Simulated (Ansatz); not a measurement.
# SiO2: the cost of one run

Method: DFT PBEsol, plane waves, PAW, scalar-relativistic, no spin polarisation, in Ansatz 0.2.0.

## (1) The structure to begin with

The cell holds 24 atoms (O16Si8): a = 6.072 Å, b = 6.072 Å, c = 5.494 Å, α = 90.00°, β = 90.00°, γ = 90.00°.

Coordinates:

```xyz
24
Lattice="-4.2936 -4.2936 0.0000 4.2936 -4.2936 0.0000 0.0000 0.0000 5.4944" Properties=species:S:1:pos:R:3 pbc="T T T"
Si    0.0000   -4.2936    0.0000
Si    2.1468   -2.1468    1.3736
O     1.3151   -2.9784    0.0000
O     0.8317   -0.8317    1.3736
O    -1.3151   -5.6087    0.0000
O     3.4619   -3.4619    1.3736
Si    0.0000   -4.2936    2.7472
Si    2.1468   -2.1468    4.1208
O     1.3151   -2.9784    2.7472
O     0.8317   -0.8317    4.1208
O    -1.3151   -5.6087    2.7472
O     3.4619   -3.4619    4.1208
Si    0.0000    0.0000    0.0000
Si   -2.1468   -2.1468    1.3736
O    -2.9784   -2.9784    0.0000
O     0.8317   -5.1252    1.3736
O    -1.3151   -1.3151    0.0000
O    -0.8317   -3.4619    1.3736
Si    0.0000    0.0000    2.7472
Si   -2.1468   -2.1468    4.1208
O    -2.9784   -2.9784    2.7472
O     0.8317   -5.1252    4.1208
O    -1.3151   -1.3151    2.7472
O    -0.8317   -3.4619    4.1208
```

## (2) Run 1

90 steps of 1.12 fs under a Langevin thermostat at 2800 K.

File input.yaml:

```yaml
accuracy: low
crystal:
  lattice:
    - [-4.293563, -4.293563, 0.0]
    - [4.293563, -4.293563, 0.0]
    - [0.0, 0.0, 5.494414]
  atoms:
    - { symbol: Si, position: [0.5, 0.5, 0.0] }
    - { symbol: Si, position: [0.0, 0.5, 0.25] }
    - { symbol: O, position: [0.1937, 0.5, 0.0] }
    - { symbol: O, position: [0.0, 0.1937, 0.25] }
    - { symbol: O, position: [0.8063, 0.5, 0.0] }
    - { symbol: O, position: [0.0, 0.8063, 0.25] }
    - { symbol: Si, position: [0.5, 0.5, 0.5] }
    - { symbol: Si, position: [0.0, 0.5, 0.75] }
    - { symbol: O, position: [0.1937, 0.5, 0.5] }
    - { symbol: O, position: [0.0, 0.1937, 0.75] }
    - { symbol: O, position: [0.8063, 0.5, 0.5] }
    - { symbol: O, position: [0.0, 0.8063, 0.75] }
    - { symbol: Si, position: [0.0, 0.0, 0.0] }
    - { symbol: Si, position: [0.5, 0.0, 0.25] }
    - { symbol: O, position: [0.6937, 0.0, 0.0] }
    - { symbol: O, position: [0.5, 0.6937, 0.25] }
    - { symbol: O, position: [0.3063, 0.0, 0.0] }
    - { symbol: O, position: [0.5, 0.3063, 0.25] }
    - { symbol: Si, position: [0.0, 0.0, 0.5] }
    - { symbol: Si, position: [0.5, 0.0, 0.75] }
    - { symbol: O, position: [0.6937, 0.0, 0.5] }
    - { symbol: O, position: [0.5, 0.6937, 0.75] }
    - { symbol: O, position: [0.3063, 0.0, 0.5] }
    - { symbol: O, position: [0.5, 0.3063, 0.75] }
basis:
  ecutwfc: 420.0
kpoints:
  mp_grid: { grid: [2, 2, 2] }
hamiltonian:
  xc: pbesol
scf:
  occupations: { method: fermi_dirac, width: 0.24 }
  lower_state_search: "off"
md:
  timestep: 1.12
  n_steps: 90
  ensemble: nvt_langevin
  temperature: 2800.0
  initial_velocities: maxwell_boltzmann
  seed: 74732
  friction: 0.02
```

Launch:

```console
$ ansatz run input.yaml --threads 1 --pin off --max-ram 3072MiB --backend cpu --events-out ev --progress --plain --runs-dir out
```

**Question.** How long does this run take on 1 thread of an Arm CPU, shared host, and how much memory does it need?

About 11 min, with a peak of 0.55 GiB.
